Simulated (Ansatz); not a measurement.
# Sb in Ansatz: the effect of functional

Sb:

```
Sb
1.0
    -1.83314    1.83314    1.83314
     1.83314   -1.83314    1.83314
     1.83314    1.83314   -1.83314
Sb
1
Direct
  0.00000 0.00000 0.00000
```

This isn't the form of Sb at room conditions, which is rhombohedral.

The cell isn't the ideal one: volume scaled by 0.94.

Alike in all runs:

```yaml
Program: Ansatz 0.2.0
Task: single point
Potentials_or_basis: Ansatz PAW
k_mesh: 10 × 10 × 10
Occupations: fermi-dirac, width 0.05 eV
Spin: no spin polarisation
```

```csv
functional,cutoff,pressure (GPa)
LDA,420 eV (not typed: the program's choice for these potentials),3.3
PBEsol,420 eV (not typed: the program's choice for these potentials),?
r2SCAN,500 eV (not typed: the program's choice for these potentials),7.5
```

Problem. What does the run with functional PBEsol give?

Solution. Pressure 4.7 GPa.

Caveats: the PAW data sets come from PBE, with cores solved anew for the run's functional, which leaves a small shift of forces and pressure.
